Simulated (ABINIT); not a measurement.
Input of an ABINIT 10.8.3 (patched build) run:

The input run.abi:

```
ndtset 7
getwfk -1
scalecart1 3*0.9795861087
scalecart2 3*0.9864848297
scalecart3 3*0.9932883884
scalecart4 3*1.0000000000
scalecart5 3*1.0066227096
scalecart6 3*1.0131594038
scalecart7 3*1.0196128224

pp_dirpath "./"
pseudos "Hf.GGA_PBE-JTH.xml, N.GGA_PBE-JTH.xml"

acell 3*1.0 Angstrom
rprim
     0.0000000000     2.2560000000     2.2560000000
     2.2560000000     0.0000000000     2.2560000000
     2.2560000000     2.2560000000     0.0000000000
ntypat 2
znucl 72 7
natom 2
typat 1 2
xred
     0.0000000000     0.0000000000     0.0000000000
     0.5000000000     0.5000000000     0.5000000000

ecut 680.284656 eV
pawecutdg 47.0

kptopt 1
ngkpt 10 10 10
nshiftk 1
shiftk 0.0 0.0 0.0

ixc 11

nband 13
occopt 3
tsmear 0.05 eV

nstep 100
tolvrs 1.0e-9

iomode 3
prtwf 1
prtden 0
prteig 0
prtebands 0
enunit 2
```

Potentials or basis: JTH PAW PBE v2.0.

Command:

```bash
$ abinit run.abi > log 2>&1
```

**Question.** Predict the pressure derivative of the bulk modulus.

**Answer.** 4.3.

**Question.** What does it give for the equilibrium volume?

**Answer.** 11.69 Å³/atom.

Energy against volume, from the lowest point:
```csv
volume (Å³/atom),energy (meV/atom)
10.793,66.44
11.023,35.43
11.252,14.65
11.482,3.16
11.712,0.00
11.941,4.32
12.171,15.41
```

Caveat: the cutoff is too short for stress, so the log's stress isn't used; pressures at fixed basis lie under the slope of the energies. Zero-point motion and thermal expansion aren't in these numbers.
